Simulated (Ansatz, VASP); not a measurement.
## Ta3Si in VASP and in Ansatz

```
CELL_PARAMETERS angstrom
4.05912 0.00000 0.00000
0.00000 4.05912 0.00000
0.00000 0.00000 4.05912
ATOMIC_POSITIONS crystal
Ta 0.00000 0.50000 0.50000
Ta 0.50000 0.00000 0.50000
Ta 0.50000 0.50000 0.00000
Si 0.00000 0.00000 0.00000
```

Alike in both runs: functional r2SCAN; k mesh 12 × 12 × 12; occupations gaussian, width 0.1 eV; no spin polarisation.

Ansatz relaxed the structure, and its values are those at the end. VASP's run is a single point on that final structure, the one shown.

```csv
,VASP,Ansatz
version,VASP 6.6.1,Ansatz 0.2.0
potentials or method,"VASP PAW PBE potentials, release 64 (Ta_pv, Si)","scalar-relativistic, plane waves, PAW"
plane-wave cutoff (eV),520,500
valence electrons in the cell,37,43
```

|  | VASP | Ansatz | Ansatz less VASP |
| --- | --- | --- | --- |
| gap on the k mesh at the Fermi level (eV) | none | none | - |
| pressure (GPa) | 0.6 | 0.0 | -0.59 |

A gap of «none» marks a metal or a gap that the smearing closes. The functional is the same, so the differences come from potentials, cutoffs and numerics. The two sets of potentials don't hold the same shells in valence.

Caveats: the PAW data sets were made with another functional, which shifts forces and pressure a little (VASP). The runs have no spin-orbit coupling, so splittings on Ta are missing.
